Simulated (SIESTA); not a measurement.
The system is HfO2.

```
CELL_PARAMETERS angstrom
5.08032 0.00000 0.00000
0.00000 5.16487 0.00000
0.00000 0.00000 4.89088
ATOMIC_POSITIONS crystal
Hf 0.22259 0.78180 0.27207
Hf 0.72259 0.71820 0.72793
Hf 0.77741 0.21820 0.27207
Hf 0.27741 0.28180 0.72793
O 0.18682 0.16365 0.10453
O 0.68682 0.33635 0.89547
O 0.81318 0.83635 0.10453
O 0.31318 0.66365 0.89547
O 0.00000 0.50000 0.48905
O 0.50000 0.00000 0.51095
O 0.00000 0.00000 0.57562
O 0.50000 0.50000 0.42438
```

The cell comes from a database or a generator and needn't be the stable form of this composition.

Base run:

```yaml
Program: SIESTA 5.4.2
Functional: PBEsol
Potentials_or_basis: PseudoDojo 0.4 standard (PBEsol files)
Basis: DZP (energy shift 0.003 Ry; two zetas on semicore shells)
Grid_cutoff: 800 Ry
Energy_shift: 0.003 Ry
k_mesh: 5 × 5 × 6
Occupations: fermi-dirac, width 0.05 eV
Spin: no spin polarisation
```

Its results: band gap on the k mesh 3.55 eV, direct; pressure 3.7 GPa; largest force 0.352 eV/Å.

Q: The run is repeated on the same cell with these changes: functional from PBEsol to LDA; potentials or basis from PseudoDojo 0.4 standard (PBEsol files) to PseudoDojo 0.4 standard (LDA files). What comes out?

A: Band gap on the k mesh 3.48 eV, direct; pressure -4.1 GPa; largest force 0.226 eV/Å.

Caveats: short orbitals over semicore shells can move pressures by several GPa; spin-orbit coupling is left out, which moves the levels of the heavy elements; the basis of atomic orbitals isn't converged, which shifts pressures, moduli and gaps.
